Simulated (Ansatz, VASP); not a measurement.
**BN: VASP beside Ansatz**

File INCAR:

```
SYSTEM = BN
PREC     = Accurate       ! precision mode
ENCUT    = 520            ! plane-wave cutoff, eV
EDIFF    = 1E-6           ! SCF threshold, eV
ISMEAR   = 0              ! smearing method
SIGMA    = 0.05           ! smearing width, eV
LREAL    = .FALSE.        ! projectors in reciprocal space
LASPH    = .TRUE.         ! aspherical terms in the spheres
NELM     = 60             ! most SCF steps
ALGO     = Normal         ! electronic algorithm
ISIF     = 2              ! what is computed and relaxed
LWAVE    = .FALSE.        ! write WAVECAR
LCHARG   = .TRUE.         ! write CHGCAR
GGA      = CA             ! functional
LELF     = .TRUE.         ! ELF
LVHAR    = .TRUE.       
NBANDS   = 16             ! bands
```

Contents of KPOINTS:

```
regular mesh
0
G
  12 12 4
  0 0 0
```

File POSCAR:

```
BN
1.0
    2.4635976777      0.0000000000      0.0000000000
   -1.2317988389      2.1335381736      0.0000000000
    0.0000000000      0.0000000000      6.8814296245
B N
2 2
Direct
    0.3333333333      0.6666666667      0.2500000000
    0.6666666667      0.3333333333      0.7500000000
    0.3333333333      0.6666666667      0.7500000000
    0.6666666667      0.3333333333      0.2500000000
```

Input for Ansatz:

```yaml
crystal:
  lattice:
    - [2.4635976777, 0.0, 0.0]
    - [-1.2317988389, 2.1335381736, 0.0]
    - [0.0, 0.0, 6.8814296245]
  atoms:
    - { symbol: B, position: [0.3333333333, 0.6666666667, 0.25] }
    - { symbol: B, position: [0.6666666667, 0.3333333333, 0.75] }
    - { symbol: "N", position: [0.3333333333, 0.6666666667, 0.75] }
    - { symbol: "N", position: [0.6666666667, 0.3333333333, 0.25] }
basis:
  ecutwfc: 420
kpoints:
  mp_grid: { grid: [12, 12, 4] }
hamiltonian:
  xc: lda
scf:
  occupations: { method: gaussian, width: 0.05 }
output:
  forces: true
  stress: true
  eigenvalues: true
```

Alike in both runs: task single point; functional LDA; k mesh 12 × 12 × 4; occupations gaussian, width 0.05 eV; no spin polarisation.

```csv
,VASP,Ansatz
version,VASP 6.6.1,Ansatz 0.2.0
potentials or method,"VASP PAW LDA potentials, release 64 (B, N)","scalar-relativistic, plane waves, PAW"
plane-wave cutoff (eV),520,420
valence electrons in the cell,16,16
```

Ansatz gave:

- gap on the k mesh at the Fermi level (eV): 4.22
- least direct gap on the mesh (eV): 4.64
- pressure (GPa): 7.2
- largest component of the traceless stress (GPa): 8.33

**Question.** What did VASP give for the same quantities?

**Answer.** gap on the k mesh at the Fermi level (eV): 4.20; least direct gap on the mesh (eV): 4.63; pressure (GPa): 7.7; largest component of the traceless stress (GPa): 8.96.

A k mesh can miss the band edges. A hybrid or GW would open this gap; LDA tends to underestimate it.
